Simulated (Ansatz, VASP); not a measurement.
PtS2 in VASP and in Ansatz

INCAR

```
SYSTEM = PtS2
PREC = Accurate ; ENCUT = 520
EDIFF = 1E-7 ; ISMEAR = -1
SIGMA = 0.05 ; LREAL = .False.
LASPH = .True. ; NELM = 80
ALGO = Normal ; ISIF = 2
LWAVE = .False. ; LCHARG = .False.
LNONCOLLINEAR = .True. ; MAGMOM = 0 0 0 0 0 0 0 0 0
LORBIT = 11 ; LSORBIT = .True.
GGA_COMPAT = .False. ; LMAXMIX = 4
GGA = PS ; NBANDS = 35
```

Contents of KPOINTS:

```
regular mesh
0
Gamma
  7 7 4
  0 0 0
```

The input POSCAR:

```
PtS2
1.0
    3.5432000000      0.0000000000      0.0000000000
   -1.7716000000      3.0685012107      0.0000000000
    0.0000000000      0.0000000000      5.0388000000
Pt S
1 2
Direct
    0.0000000000      0.0000000000      0.0000000000
    0.6666666667      0.3333333333      0.7730000000
    0.3333333333      0.6666666667      0.2270000000
```

Contents of KPOINTS_OPT:

```
path GMKGALHA,LM,KH
20
line-mode
reciprocal
 0.0000000000  0.0000000000  0.0000000000  G
 0.5000000000  0.0000000000  0.0000000000  M

 0.5000000000  0.0000000000  0.0000000000  M
 0.3333333333  0.3333333333  0.0000000000  K

 0.3333333333  0.3333333333  0.0000000000  K
 0.0000000000  0.0000000000  0.0000000000  G

 0.0000000000  0.0000000000  0.0000000000  G
 0.0000000000  0.0000000000  0.5000000000  A

 0.0000000000  0.0000000000  0.5000000000  A
 0.5000000000  0.0000000000  0.5000000000  L

 0.5000000000  0.0000000000  0.5000000000  L
 0.3333333333  0.3333333333  0.5000000000  H

 0.3333333333  0.3333333333  0.5000000000  H
 0.0000000000  0.0000000000  0.5000000000  A

 0.5000000000  0.0000000000  0.5000000000  L
 0.5000000000  0.0000000000  0.0000000000  M

 0.3333333333  0.3333333333  0.0000000000  K
 0.3333333333  0.3333333333  0.5000000000  H
```

input.yaml

```yaml
crystal:
  lattice:
    - [3.5432, 0.0, 0.0]
    - [-1.7716, 3.0685012107, 0.0]
    - [0.0, 0.0, 5.0388]
  atoms:
    - { symbol: Pt, position: [0.0, 0.0, 0.0] }
    - { symbol: S, position: [0.6666666667, 0.3333333333, 0.773] }
    - { symbol: S, position: [0.3333333333, 0.6666666667, 0.227] }
hamiltonian:
  xc: pbesol
  pseudopotentials: { kind: paw_fr }
magnetization:
  noncollinear: true
  spin_orbit: true
kpoints:
  mp_grid: { grid: [7, 7, 4] }
  band_path:
    path:
      - [[0.0, 0.0, 0.0], [0.5, 0.0, 0.0], [0.3333333333, 0.3333333333, 0.0], [0.0, 0.0, 0.0], [0.0, 0.0, 0.5], [0.5, 0.0, 0.5], [0.3333333333, 0.3333333333, 0.5], [0.0, 0.0, 0.5]]
      - [[0.5, 0.0, 0.5], [0.5, 0.0, 0.0]]
      - [[0.3333333333, 0.3333333333, 0.0], [0.3333333333, 0.3333333333, 0.5]]
    npoints: 14
scf:
  occupations: { method: fermi_dirac, width: 0.05 }
  n_extra_bands: 7
output:
  forces: true
  stress: true
  eigenvalues: true
  fatbands: true
  write_density: true
  write_potential: true
  elf: true
  volumetric_format: npy
```

Alike in both runs: task band structure; functional PBEsol; k mesh 7 × 7 × 4; occupations fermi-dirac, width 0.05 eV; spin-orbit coupling, no magnetisation.

```csv
,VASP,Ansatz
version,VASP 6.6.1,Ansatz 0.2.0
potentials or method,"VASP PAW PBE potentials, release 64 (Pt, S)",Ansatz PAW
plane-wave cutoff (eV),520,420
valence electrons in the cell,22,30
```

```csv
,VASP,Ansatz,Ansatz less VASP
gap on the k mesh at the Fermi level (eV),0.81,0.81,0.000
least direct gap on the mesh (eV),0.98,0.97,-0.004
gap along the band path (eV),0.78,0.95,+0.165
pressure (GPa),6.2,6.4,+0.16
largest component of the traceless stress (GPa),0.23,0.34,+0.102
rms of the force components (eV/Å),0.453,0.456,+0.0029
```

Atom by atom the forces differ by 0.003 eV/Å (rms over components). With one functional, cell and mesh, what is left measures potentials, basis and numerics. The two sets of potentials don't hold the same shells in valence.

Caveats: the PAW data sets were made with another functional, which shifts forces and pressure a little (VASP); the PAW data sets come from PBE, with cores solved anew for the run's functional, which leaves a small shift of forces and pressure (Ansatz).
